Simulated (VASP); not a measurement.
Ti2C:

```
Ti C
1.0
     1.54070    0.88952    4.81377
    -1.54070    0.88952    4.81377
     0.00000   -1.77905    4.81377
Ti C
2 1
Cartesian
  0.0000 0.0000 10.8960
  0.0000 0.0000 3.5453
  0.0000 0.0000 7.2207
```

The cell comes from a database or a generator and needn't be the stable form of this composition.

- Program: VASP 6.6.1
- Task: relaxation of cell and atoms
- Functional: PBEsol
- Potentials or basis: VASP PAW PBE potentials, release 64 (Ti_sv, C)
- Cutoff: 600 eV
- k mesh: 10 × 10 × 10
- Occupations: fermi-dirac, width 0.05 eV
- Spin: no spin polarisation

At the start: pressure -4.5 GPa; volume 13.19 Å³/atom.

Question: Where does the relaxation end?

Answer: Over 13 steps the energy falls by 4.8 meV/atom and the volume is 12.84 Å³/atom (-2.7 %); space group R-3m (No. 166, to 0.05 Å).

The path:
| step | energy change (eV) | largest force (eV/Å) | pressure (GPa) | volume (Å³) |
| --- | --- | --- | --- | --- |
| 1 | 0.0000 | 0.1627 | -4.55 | 39.58 |
| 2 | 0.0165 | 0.6311 | 7.09 | 37.48 |
| 3 | -0.0131 | 0.1362 | -0.11 | 38.72 |
| 4 | -0.0131 | 0.1304 | -0.23 | 38.74 |
| 5 | -0.0142 | 0.0450 | -0.24 | 38.63 |
| 6 | -0.0144 | 0.0009 | -0.20 | 38.57 |
| 7 | -0.0145 | 0.0195 | 0.25 | 38.47 |
| 8 | -0.0145 | 0.0143 | 0.25 | 38.48 |
| 9 | -0.0145 | 0.0131 | 0.12 | 38.50 |
| 10 | -0.0145 | 0.0145 | 0.11 | 38.49 |
| 11 | -0.0145 | 0.0151 | 0.12 | 38.49 |
| 12 | -0.0145 | 0.0158 | 0.14 | 38.49 |
| 13 | -0.0145 | 0.0045 | -0.02 | 38.51 |

Final structure:
```
Ti C
1.0
     1.52652    0.88134    4.77010
    -1.52652    0.88134    4.77010
     0.00000   -1.76267    4.77010
Ti C
2 1
Direct
  0.75401 0.75401 0.75401
  0.24599 0.24599 0.24599
  0.50000 0.50000 0.50000
```

Caveat: the PAW data sets were made with another functional, which shifts forces and pressure a little.
